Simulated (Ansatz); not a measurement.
What a trial cell of Zr relaxes into

Method: DFT PBE, scalar-relativistic, plane waves, PAW (Ansatz). Cutoff 420 eV, Γ-centred k mesh, Gaussian smearing, no spin polarisation in the final step.

The start puts Zr on the black phosphorus structure type (Cmce, No. 64), at a guessed volume.

```
Zr
1.0
     1.80231   -5.71730    0.00000
     1.80231    5.71730    0.00000
     0.00000    0.00000    4.76986
Zr
4
Direct
  0.09800 0.90200 0.91000
  0.59800 0.40200 0.59000
  0.90200 0.09800 0.09000
  0.40200 0.59800 0.41000
```

Cell and atoms relax at zero pressure; the relaxation can't lower the symmetry of the start. After a coarse first stage the cell is made exact in the group found at 0.06 Å.

Energies count from the standard state of Zr at the same level.

Task: What does it relax into?

Result: It ends in Fmmm (No. 69). Conventional cell: a = 3.210 Å, b = 5.388 Å, c = 10.905 Å. Zr has 9 Zr at 2.93–3.21 Å and 2 Zr at 3.69 Å.

```
Zr
1.0
     0.00000    2.69379    5.45255
     1.60515    0.00000    5.45255
     1.60515    2.69379    0.00000
Zr
2
Direct
  0.86548 0.86548 0.13452
  0.13452 0.13452 0.86548
```

Task: What are its volume, energy, density and gap?

Result: The volume per atom is 23.58 Å³. The density is 6.43 g/cm³, the energy over the standard structure is 0.18 eV/atom and the gap on the 16×16×16 mesh is 0 eV (a metal).

The final run used a 16×16×16 mesh on its 2-atom cell and 0.10 eV smearing. The k mesh leaves about 4 meV/atom of noise in metals. A structure relaxed within its symmetry needn't be a true minimum. The steps took about 110 core-seconds in all.